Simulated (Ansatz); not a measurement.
# Ni (P6_3/mmc) in Ansatz: relaxation of cell and atoms with revPBE+D3(BJ)

Aim: the relaxation of cell and atoms of Ni with revPBE+D3(BJ).

All numbers are computed with Ansatz 0.2.0; they aren't measurements. Logs are shortened: lines on timing, memory, paths and dates and some standing lists are left out, and cuts for length are marked.

**1. The crystal as given**

It takes space group P6_3/mmc (No. 194, hexagonal). Conventional cell: a = 2.448 Å, b = 2.448 Å, c = 4.073 Å, α = 90.00°, β = 90.00°, γ = 120.00°. Ni (site symmetry -6m2) is surrounded by 12 Ni at 2.45 to 2.48 Å.

This isn't the form of Ni at room conditions, which is fcc.

**2. Relaxation of cell and atoms, revPBE+D3(BJ), collinear spin, ferromagnetic start**

The input, input.yaml:

```yaml
crystal:
  lattice:
    - [2.4480228978, 0.0, 0.0]
    - [-1.2240114489, 2.1200500186, 0.0]
    - [0.0, 0.0, 4.07280757]
  atoms:
    - { symbol: Ni, position: [0.6666666667, 0.3333333333, 0.75], spin: 1.0 }
    - { symbol: Ni, position: [0.3333333333, 0.6666666667, 0.25], spin: 1.0 }
hamiltonian:
  xc: revpbe
  pseudopotentials: { kind: paw }
  dispersion: d3bj
magnetization:
  spin_polarized: true
kpoints:
  mp_grid: { grid: [12, 12, 7] }
scf:
  occupations: { method: fermi_dirac, width: 0.05 }
output:
  forces: true
  stress: true
  eigenvalues: true
  write_density: true
  write_potential: true
  elf: true
  volumetric_format: npy
relax:
  f_tol: 0.01
  max_steps: 40
  cell: { stress_tol: 0.05 }
```

Potentials or basis: Ansatz PAW.

Command:

```
$ ansatz run input.yaml --threads 2 --pin off --max-ram 5632MiB --backend cpu --events-out ev --progress --plain --runs-dir out
```

Standard output:

```text
Warning: RAYON_NUM_THREADS=2 ignored (pool sized by the plan → 2); use --threads N
Engine: ansatz 0.2.0, x86_64-unknown-linux-gnu
Pseudopotentials: kind: paw
Pseudopotential: Ni, paw, valence charge 18, recommended cutoff 420 eV (normal), Ni.paw.azcp
Functional definition: revPBE
  parameter kappa = 1.245
  parameter beta = 0.06672455060314922
  exchange = pbe_x(kappa = kappa, mu = beta*pi^2/3)
  correlation = pbe_c(beta = beta)
Crystal: 2 atoms, lattice volume = 21.138 Å³
Basis set: ecut = 420 eV, 391 PW (Γ), exchange–correlation on 36×36×60 points (8 copies of the dense FFT grid, shifted against one another)
Bands: 23, of which v1, the nominal top of the filled ones, is band 18 counted from 1 (17 counted from 0)
Symmetry: 24 space group operations
Space group: P63/mmc (ITA 194), of the structure as read, at distance tolerance 2.8e-5 Å
Magnetic group: BNS 194.263 (UNI 1493), of the structure as read, at distance tolerance 2.8e-5 Å
k-points: 76 of 1008
Non-local potential: Ni, projectors of the file, l = 0: 3, l = 1: 2, l = 2: 3, l = 3: 1
PAW form: soft (Blöchl's): semilocal exchange-correlation on the pseudo side does not see the compensation charge
PAW frozen core: Ni, regenerated for the run's functional, and the local potential with it (the file was generated under x = pbe(κ = 0.804, μ = 0.2195149727645171), c = pbe(β = 0.06672455060314922))
PAW one-centre angular grid: Ni, 590 points (default); XC on 64 Gauss nodes
Initial density: superposition of atomic densities (chi_scale 0.1, normalization cell)
Starting moments: Σ|m| = 2 μB on 2 of 2 sites
Initial wavefunctions: pseudopotential atomic-orbital guess
Functional: x = revpbe(κ = 1.245, μ = 0.2195149727645171), c = pbe(β = 0.06672455060314922)
iter 1 solved again at ethr=2.94e-3 eV; its pass at ethr=3.10e-3 eV (dr2=1.06e0 eV) is discarded
SCF iter   1: F=—  HF=-11686.713310 eV  |F-HF|=—  |Δ(HF+E_count)|=         —  Δρ=5.75e-2 (↑3.17e-2 ↓5.75e-2)  dr2=1.06e0  dr2_m=3.85e-2  M=1.807 μB ∫|m|=1.919 μB  β_m=0.30  ethr=2.94e-3  ⟨swp⟩=1.0  Hψ=17700  notcnv=0
Mixer restart at iter 1: flushing history
preconditioner: auto → none  [metal: Δε(μ)=0.015 eV  Ē_g=9.724 eV  σ=0.050 eV  W_gap=0.07  n_scr=8 (ndim 8)  ℏωp=36.1 eV  f_vac=0.000  D(μ)=3.60/eV (n_scr^D=66)  sad-step TF]
SCF iter   2: F=—  HF=-11686.609024 eV  |F-HF|=—  |Δ(HF+E_count)|=   1.04e-1  Δρ=1.39e-2 (↑1.39e-2 ↓1.17e-2)  dr2=2.63e-2  dr2_m=9.05e-3  M=1.678 μB ∫|m|=1.829 μB  β_m=0.29  ethr=2.94e-3  ⟨swp⟩=2.0  Hψ=5320  notcnv=0
SCF iter   3: F=—  HF=-11687.167385 eV  |F-HF|=—  |Δ(HF+E_count)|=         —  Δρ=1.94e-2 (↑1.05e-2 ↓1.94e-2)  dr2=4.98e-2  dr2_m=1.46e-2  M=1.595 μB ∫|m|=1.734 μB  β_m=0.29  ethr=7.30e-5  ⟨swp⟩=2.0  Hψ=6673  notcnv=0  defer=14
Mixer restart at iter 3: flushing history
SCF iter   4: F=—  HF=-11687.618456 eV  |F-HF|=—  |Δ(HF+E_count)|=   4.51e-1  Δρ=1.52e-2 (↑6.27e-3 ↓1.52e-2)  dr2=1.97e-2  dr2_m=1.45e-2  M=1.555 μB ∫|m|=1.705 μB  β_m=0.62  ethr=7.30e-5  ⟨swp⟩=2.2  Hψ=6374  notcnv=0  defer=14
SCF iter   5: F=—  HF=-11688.286316 eV  |F-HF|=—  |Δ(HF+E_count)|=   6.68e-1  Δρ=2.66e-2 (↑5.34e-3 ↓2.66e-2)  dr2=1.04e-1  dr2_m=3.04e-2  M=1.372 μB ∫|m|=1.552 μB  β_m=0.54  ethr=5.47e-5  ⟨swp⟩=2.3  Hψ=6813  notcnv=0  defer=26  recentre
SCF iter   6: F=-11688.315356 eV  HF=-11688.247634 eV  |F-HF|=6.77e-2  |Δ(HF+E_count)|=   3.87e-2  Δρ=8.17e-3 (↑8.17e-3 ↓3.51e-3)  dr2=4.32e-3  dr2_m=5.83e-3  M=1.436 μB ∫|m|=1.606 μB  β_m=0.73  ethr=5.47e-5  ⟨swp⟩=2.2  Hψ=6701  notcnv=0  defer=29
SCF iter   7: F=-11688.348620 eV  HF=-11688.347336 eV  |F-HF|=1.28e-3  |Δ(HF+E_count)|=   9.97e-2  Δρ=1.89e-3 (↑1.83e-3 ↓1.89e-3)  dr2=1.66e-3  dr2_m=3.17e-5  M=1.303 μB ∫|m|=1.488 μB  β_m=0.83  ethr=1.20e-5  ⟨swp⟩=2.2  Hψ=7202  notcnv=0  defer=33
SCF iter   8: F=-11688.349238 eV  HF=-11688.349239 eV  |F-HF|=1.23e-6  |Δ(HF+E_count)|=   1.90e-3  Δρ=3.22e-4 (↑2.88e-4 ↓3.22e-4)  dr2=7.51e-7  dr2_m=1.70e-5  M=1.311 μB ∫|m|=1.495 μB  β_m=0.82  ethr=4.61e-6  ⟨swp⟩=2.0  Hψ=5359  notcnv=0  defer=33
SCF iter   9: F=-11688.349237 eV  HF=-11688.349238 eV  |F-HF|=1.01e-6  |Δ(HF+E_count)|=   8.25e-7  Δρ=8.60e-5 (↑7.93e-5 ↓8.60e-5)  dr2=3.05e-6  dr2_m=7.37e-8  M=1.310 μB ∫|m|=1.493 μB  β_m=0.83  ethr=2.09e-9  ⟨swp⟩=2.0  Hψ=6253  notcnv=0  defer=33
SCF iter  10: F=-11688.349239 eV  HF=-11688.349239 eV  |F-HF|=2.16e-9  |Δ(HF+E_count)|=   5.32e-7  Δρ=3.16e-5 (↑1.49e-5 ↓3.16e-5)  dr2=2.18e-7  dr2_m=3.42e-8  M=1.310 μB ∫|m|=1.493 μB  β_m=0.89  ethr=2.09e-9  ⟨swp⟩=2.1  Hψ=5454  notcnv=0  defer=33
SCF iter  11: F=-11688.349239 eV  HF=-11688.349239 eV  |F-HF|=5.86e-10  |Δ(HF+E_count)|=   1.16e-7  Δρ=4.70e-6 (↑1.31e-6 ↓4.70e-6)  dr2=1.75e-9  dr2_m=1.13e-9  M=1.310 μB ∫|m|=1.493 μB  β_m=0.95  ethr=6.05e-10  ⟨swp⟩=2.0  Hψ=4907  notcnv=0  defer=33
SCF iter  12: F=-11688.349239 eV  HF=-11688.349239 eV  |F-HF|=5.28e-10  |Δ(HF+E_count)|=   1.89e-9  Δρ=1.78e-6 (↑6.88e-7 ↓1.78e-6)  dr2=6.59e-10  dr2_m=8.30e-11  M=1.310 μB ∫|m|=1.493 μB  ethr=4.85e-12  ⟨swp⟩=5.9  Hψ=19628  notcnv=0
at 1 of the mixer's solves, the last at iteration 5, it left a direction of its history that read negative out of its fit and stepped the other way along it
SCF 1 converged in 12 iterations: F = -11688.349239 eV  dr2 = 6.59e-10
relax step   1: F+E_penalty+E_count = -11688.34923873 eV  Δ(F+E_penalty+E_count) = +0.000e0 eV  max|allowed force component| = 5.320e-17 eV/Å  Δτ_max = 0.0000 Å  P = -2.957 GPa  Ω = 21.138 Å³  (12 SCF iters, dr2 threshold 1.00e-7 eV, accepted)
Crystal: 2 atoms, lattice volume = 20.993 Å³
Initial density: handed on by an earlier stage of this run
Starting moments: Σ|m| = 2 μB on 2 of 2 sites; this step starts from the density that it was given
[... 36 lines left out ...]
Basis set: ecut = 420 eV, 391 PW (Γ), exchange–correlation on 36×36×54 points (8 copies of the dense FFT grid, shifted against one another)
Initial wavefunctions: pseudopotential atomic-orbital guess (no wavefunctions were taken with the density)
iter 1 solved again at ethr=3.90e-9 eV; its pass at ethr=3.10e-3 eV (dr2=1.40e-6 eV) is discarded
SCF iter   1: F=—  HF=-11688.354884 eV  |F-HF|=—  |Δ(HF+E_count)|=         —  Δρ=9.88e-5 (↑3.21e-5 ↓9.88e-5)  dr2=1.79e-6  dr2_m=2.55e-7  M=1.306 μB ∫|m|=1.486 μB  β_m=0.65  ethr=3.90e-9  ⟨swp⟩=4.0  Hψ=24268  notcnv=0
preconditioner: auto → none  [metal: Δε(μ)=0.004 eV  Ē_g=10.485 eV  σ=0.050 eV  W_gap=0.02  n_scr=2 (ndim 8)  ℏωp=36.4 eV  f_vac=0.000  D(μ)=4.26/eV (n_scr^D=84)]
SCF iter   2: F=—  HF=-11688.354884 eV  |F-HF|=—  |Δ(HF+E_count)|=   1.09e-7  Δρ=5.07e-5 (↑5.07e-5 ↓4.64e-5)  dr2=1.01e-6  dr2_m=2.13e-9  M=1.306 μB ∫|m|=1.486 μB  β_m=0.42  ethr=3.90e-9  ⟨swp⟩=2.0  Hψ=5005  notcnv=0
SCF iter   3: F=—  HF=-11688.354884 eV  |F-HF|=—  |Δ(HF+E_count)|=   9.40e-8  Δρ=3.04e-5 (↑1.96e-5 ↓3.04e-5)  dr2=2.60e-7  dr2_m=6.49e-9  M=1.306 μB ∫|m|=1.486 μB  β_m=0.39  ethr=2.80e-9  ⟨swp⟩=2.2  Hψ=5654  notcnv=0
SCF iter   4: F=—  HF=-11688.354884 eV  |F-HF|=—  |Δ(HF+E_count)|=   7.71e-8  Δρ=7.37e-6 (↑7.37e-6 ↓5.24e-6)  dr2=9.52e-9  dr2_m=1.49e-9  M=1.306 μB ∫|m|=1.486 μB  β_m=0.70  ethr=7.23e-10  ⟨swp⟩=1.0  Hψ=3496  notcnv=0
SCF iter   5: F=—  HF=-11688.354884 eV  |F-HF|=—  |Δ(HF+E_count)|=   2.20e-7  Δρ=8.35e-6 (↑2.83e-6 ↓8.35e-6)  dr2=5.60e-9  dr2_m=5.21e-9  M=1.306 μB ∫|m|=1.486 μB  β_m=0.85  ethr=2.64e-11  ⟨swp⟩=2.1  Hψ=5350  notcnv=0
SCF iter   6: F=—  HF=-11688.354884 eV  |F-HF|=—  |Δ(HF+E_count)|=   8.96e-8  Δρ=1.28e-5 (↑4.52e-6 ↓1.28e-5)  dr2=2.75e-8  dr2_m=3.82e-9  M=1.306 μB ∫|m|=1.486 μB  β_m=0.63  ethr=1.55e-11  ⟨swp⟩=2.1  Hψ=6376  notcnv=0  recentre
SCF iter   7: F=—  HF=-11688.354884 eV  |F-HF|=—  |Δ(HF+E_count)|=   2.25e-8  Δρ=4.52e-6 (↑1.51e-6 ↓4.52e-6)  dr2=1.68e-9  dr2_m=1.50e-9  M=1.306 μB ∫|m|=1.486 μB  β_m=0.46  ethr=1.55e-11  ⟨swp⟩=2.0  Hψ=6295  notcnv=0
SCF iter   8: F=—  HF=-11688.354884 eV  |F-HF|=—  |Δ(HF+E_count)|=   2.89e-8  Δρ=1.34e-6 (↑4.25e-7 ↓1.34e-6)  dr2=1.69e-10  dr2_m=1.30e-10  M=1.306 μB ∫|m|=1.486 μB  β_m=0.43  ethr=4.66e-12  ⟨swp⟩=2.0  Hψ=6264  notcnv=0
SCF iter   9: F=—  HF=-11688.354884 eV  |F-HF|=—  |Δ(HF+E_count)|=   2.86e-9  Δρ=3.07e-7 (↑7.29e-8 ↓3.07e-7)  dr2=1.21e-11  dr2_m=5.38e-12  M=1.306 μB ∫|m|=1.486 μB  β_m=0.71  ethr=1.00e-12  ⟨swp⟩=2.1  Hψ=6053  notcnv=0
SCF iter  10: F=-11688.354884 eV  HF=-11688.354884 eV  |F-HF|=1.46e-11  |Δ(HF+E_count)|=  1.36e-10  Δρ=2.61e-7 (↑9.58e-8 ↓2.61e-7)  dr2=1.53e-11  dr2_m=1.58e-12  M=1.306 μB ∫|m|=1.486 μB  ethr=1.00e-12  ⟨swp⟩=4.1  Hψ=16076  notcnv=0
SCF 5 converged in 10 iterations: F = -11688.354884 eV  dr2 = 1.53e-11
relax step   5: F+E_penalty+E_count = -11688.35488403 eV  Δ(F+E_penalty+E_count) = +1.927e-4 eV  max|allowed force component| = 3.007e-17 eV/Å  Δτ_max = 0.0000 Å  P = +0.022 GPa  Ω = 20.840 Å³  stress off target by 3.49e-2 GPa  SCF on the basis re-selected at this cell (its energy is not comparable with the rows above)  (10 SCF iters)
basis re-selected at this cell: Δ(F+E_penalty+E_count) = +1.927e-4 eV, ΔP = +0.020 GPa vs the last step (what re-selecting the basis moved, of the pressure what is left beyond the Pulay correction that the steps carried, after the strain that the cell walked since its last selection, with what the two solves' SCF thresholds leave and, on support functions, any second-order correction that the steps lacked; it is no measure of the basis error at this ecutwfc). The dense FFT grid was sized anew with the basis: this SCF ran on 18×18×27 points, the steps before it on 18×18×30, so part of this shift can come from that change (see relax.cell in the input reference). This SCF's stress stands 3.49e-2 GPa from its target on what of the cell is left free (relax.cell.stress_tol is 5.00e-2 GPa) and its largest allowed force component is 3.01e-17 eV/Å (relax.f_tol is 1.00e-2 eV/Å): within both
SCF converged after 10 iterations
Magnetization: 1.3061 μB (18.6530 up, 17.3470 down)
Absolute magnetization: 1.4874 μB (∫|ρ↑−ρ↓|, with the PAW one-centre terms)
Spin contamination: 0.0142 ħ² per cell (⟨S²⟩ above its minimum at these occupations)
Per-site moments (μB) at R_I (Å): [(0.6919019147484836, 1.010371070068691), (0.6919019147484834, 1.010371070068691)]
Free energy (F): -11688.354884 eV
Harris-Foulkes:  -11688.354884 eV  (|F-HF|=1.46e-11)
Internal energy: -11688.320475 eV  (E = F + TS)
E sigma→0 (E₀):  -11688.337679 eV
Entropy (-TS):   -0.034409 eV (-17.205 meV/atom)
Fermi energy:    19.329151 eV
--- Per-component energies (eV) ---
  E_band       = -532.785125
  E_kinetic    = 565.653875
  E_local      = -6732.382265  (includes V_loc(G=0)·N_el)
  E_nonlocal   = 1270.284865
  E_hartree    = 2815.824615
  E_xc         = -170.478088
  E_vxc        = -219.732808  (∫ρ·V_xc dr)
  E_paw        = -3266.058635  (= ΣΔE_a)
  E_vpaw       = -1048.258692  (= ΣTr[D̂ρ^β])
  E_aug_tail   = 0.001088  (compensation charges beyond the density's cutoff)
  E_ewald      = -6169.235928
  E_disp       = -1.867038  (pairwise vdW)
  E_core_change = -0.062964  (= ΣΔE_core)
  E_smearing   = -0.034409  (= −TS)
  E_closure    = -0.000000  (closes the sum)
  Σ components = -11688.354884   (vs F -11688.354884, Δ=0.00e0)
--- Forces (eV/Å), atoms counted from 1 ---
  atom   1  Ni     0.00000000    -0.00000000    -0.00000000
  atom   2  Ni     0.00000000     0.00000000     0.00000000
  max |Σ_I F_I| component: 2.78e-17 eV/Å
--- Stress (GPa, compression-positive) ---
        0.015477       0.000000      -0.000000
       -0.000000       0.015477      -0.000000
       -0.000000      -0.000000       0.034905
  P = ⅓ Tr σ = 0.0220 GPa (0.220 kbar)
--- Band table (eV; the first three rows and the last of 152) ---
  k-point 0 ↑: bands = ["-84.5657", "-84.5256", "-44.9885", "-44.7908", "-44.7908", "-44.7549", "-44.7549", "-44.7354", "9.8702", "14.1562", "16.7196", "16.8161", "16.8161", "17.1056", "17.1056", "17.5419", "17.5419", "18.5564", "18.5564", "18.7868", "25.1809", "42.0296", "44.4125"]
  k-point 1 ↑: bands = ["-84.5637", "-84.5276", "-44.9761", "-44.7891", "-44.7891", "-44.7567", "-44.7567", "-44.7481", "10.0754", "14.0654", "16.6700", "16.7769", "16.7769", "17.0578", "17.0578", "17.6476", "17.6476", "18.0629", "18.5422", "18.5422", "26.3717", "41.9350", "43.1936"]
  k-point 2 ↑: bands = ["-84.5581", "-84.5331", "-44.9413", "-44.7841", "-44.7841", "-44.7835", "-44.7617", "-44.7617", "10.6750", "13.6454", "16.5434", "16.7278", "16.7278", "16.9428", "16.9428", "16.9583", "17.8823", "17.8823", "18.4819", "18.4819", "29.0092", "39.4396", "42.2780"]
  k-point 75 ↓: bands = ["-83.6441", "-83.6441", "-44.1039", "-44.1039", "-44.0652", "-44.0483", "-43.9453", "-43.9453", "16.0766", "16.1241", "16.1241", "16.1695", "16.9240", "16.9240", "18.1287", "18.3463", "19.3832", "19.3832", "25.0877", "25.0877", "26.1283", "27.4354", "29.0175"]
--- Relaxed structure (4 steps of the walk, 4 accepted, 1 SCFs on fresh bases) ---
  F+E_penalty+E_count = -11688.35488403 eV   max|allowed force component| = 3.007e-17 eV/Å   (the final SCF, on the basis selected at the relaxed cell)
  cell:  # Å, volume = 20.8398 Å³
    - [2.4493844122877357, 0.0, 0.0]
    - [-1.2246922061438679, 2.1212291246747967, 0.0]
    - [0.0, 0.0, 4.010968052880419]
  atoms:
    - { symbol: Ni, position: [0.6666666666666667, 0.33333333333333337, 0.75] }
    - { symbol: Ni, position: [0.33333333333333337, 0.6666666666666667, 0.25000000000000006] }
```

Run time: 30 s. Hardware: 2 threads of Intel Xeon Platinum 8259CL at 2.50GHz (Skylake/Cascade Lake), shared host; peak memory 0.42 GiB.

Results:

```
Free energy                            : -11688.3549 eV
Relaxed volume                         : 10.42 Å³/atom
Relaxed cell                           : a = 2.449 Å, b = 2.449 Å, c = 4.011 Å, α = 90.00°, β = 90.00°, γ = 120.00°
Space group after relaxing (to 0.05 Å) : P6_3/mmc (No. 194)
Energy gained by relaxing              : 2.8 meV/atom
Ionic steps                            : 5
Pressure after relaxing                : 0.0 GPa
Band gap on the k mesh                 : none (metal or under the smearing width)
Net moment                             : 1.31 μB per cell
Absolute moment                        : 1.49 μB per cell
Site moments                           : Ni +0.69 μB
```

The path:
| step | energy change (eV) | largest force (eV/Å) | volume (Å³) |
| --- | --- | --- | --- |
| 1 | 0.0000 | 0.0000 | 21.14 |
| 2 | -0.0038 | 0.0000 | 20.99 |
| 3 | -0.0058 | 0.0000 | 20.82 |
| 4 | -0.0058 | 0.0000 | 20.84 |
| 5 | -0.0056 | 0.0000 | 20.84 |

Final structure:
```yaml
crystal:
  lattice:
    - [2.44938, 0.00000, 0.00000]
    - [-1.22469, 2.12123, 0.00000]
    - [0.00000, 0.00000, 4.01097]
  atoms:
    - { symbol: Ni, position: [0.66667, 0.33333, 0.75000] }
    - { symbol: Ni, position: [0.33333, 0.66667, 0.25000] }
```

Levels at points of the mesh, in eV from the Fermi level:
Spin up:
| k point | band 17 | band 18 | band 19 | band 20 | band 21 | band 22 |
| --- | --- | --- | --- | --- | --- | --- |
| (0.00, 0.00, 0.00) | -1.79 | -0.77 | -0.77 | -0.54 | 5.85 | 22.70 |
| (0.00, -0.50, 0.00) | -0.58 | -0.53 | 1.13 | 3.10 | 9.51 | 10.12 |
Spin down:
| k point | band 16 | band 17 | band 18 | band 19 | band 20 | band 21 |
| --- | --- | --- | --- | --- | --- | --- |
| (0.00, 0.00, 0.00) | -1.08 | -1.08 | -0.62 | -0.01 | -0.01 | 6.29 |
| (0.00, -0.50, 0.00) | 0.16 | 0.19 | 0.30 | 1.66 | 3.51 | 9.63 |

Caveat: the plane-wave basis is chosen anew once the cell has moved, so the energies of steps on either side of that aren't comparable; pairwise dispersion overbinds metals, which lowers pressure and volume; the PAW data sets come from PBE, with cores solved anew for the run's functional, which leaves a small shift of forces and pressure.
